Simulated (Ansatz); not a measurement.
This script drives the Ansatz DFT code, driven from Python.

Script `run_eps.py`:
```python
# -*- coding: utf-8 -*-
import warnings

import ansatz as az
import numpy as np


def main():
    warnings.simplefilter("ignore", az.DeckWarning)

    lattice = az.Lattice.of(
        (4.788, 0.0, 0.0),
        (0.0, 4.86658, 0.0),
        (0.0, 0.0, 3.2409),
    )
    sites = [
        ("Sn", (0.5, 0.5, 0.5)),
        ("Sn", (0.0, 0.0, 0.0)),
        ("O", (0.29185, 0.32104, 0.0)),
        ("O", (0.79185, 0.17896, 0.5)),
        ("O", (0.20814, 0.82104, 0.5)),
        ("O", (0.70815, 0.67896, 0.0)),
    ]
    xtal = az.Crystal(lattice=lattice)
    for symbol, position in sites:
        xtal = xtal.atom(symbol, position)

    setup = (
        xtal.calculation()
        .pseudopotentials("paw")
        .functional(az.Functional.PBESOL)
        .scf(tolerance=1e-06)
        .basis(260, xc_grid=3)
        .accuracy("low")
        .mixing("broyden")
        .kpoints(3, 3, 5)
        .occupations("fixed")
        .dielectric()
    )
    done = setup.run(threads=1)
    response = done.dielectric
    eps = np.asarray(response.eps_inf)

    print(f"mean eps_inf {np.trace(eps) / 3:.3f}, fraction of exact exchange 1/eps = {3 / np.trace(eps):.3f}")
    print(np.array2string(eps, precision=3, suppress_small=True))
    for site, z in zip(done.lattice.sites, response.zstar_e):
        print(f"{site.symbol:2s} Z* trace/3 = {np.trace(z) / 3:+.3f} e")
    print(f"charge neutrality missed by {response.zstar_sum_residual_pre_e:.4f} e before the sum rule")


if __name__ == "__main__":
    main()
```

It is started by `python run_eps.py`. How long does it take on 1 thread of Arm Neoverse V1, with other jobs on the host, and how much memory does it need?

It took about 2 min, with a peak of 0.96 GiB, for 1 run of the engine.

```console
$ python run_eps.py
mean eps_inf 5.073, fraction of exact exchange 1/eps = 0.197
[[4.991 0.    0.   ]
 [0.    5.003 0.   ]
 [0.    0.    5.226]]
Sn Z* trace/3 = +4.329 e
Sn Z* trace/3 = +4.329 e
O  Z* trace/3 = -2.165 e
O  Z* trace/3 = -2.165 e
O  Z* trace/3 = -2.165 e
O  Z* trace/3 = -2.165 e
charge neutrality missed by 0.0970 e before the sum rule
```

These settings explore the input space; cutoff and mesh may be short of convergence. The cutoff lies under the one recommended for these potentials. The Fermi level of a run with fixed occupations marks the highest occupied state on its mesh, not mid-gap. Averages over directions belong to no single polarisation, least of all in layered crystals. Pressure is positive in compression. The structure comes from a database of computed cells and needn't be a stable or known phase. This is the electronic (clamped-ion) response; a semilocal gap that is too small tends to raise it. The typed mesh is that of the SCF; the response is solved on denser meshes that the run picks. The script silences the warnings on its input, which a real study should read.
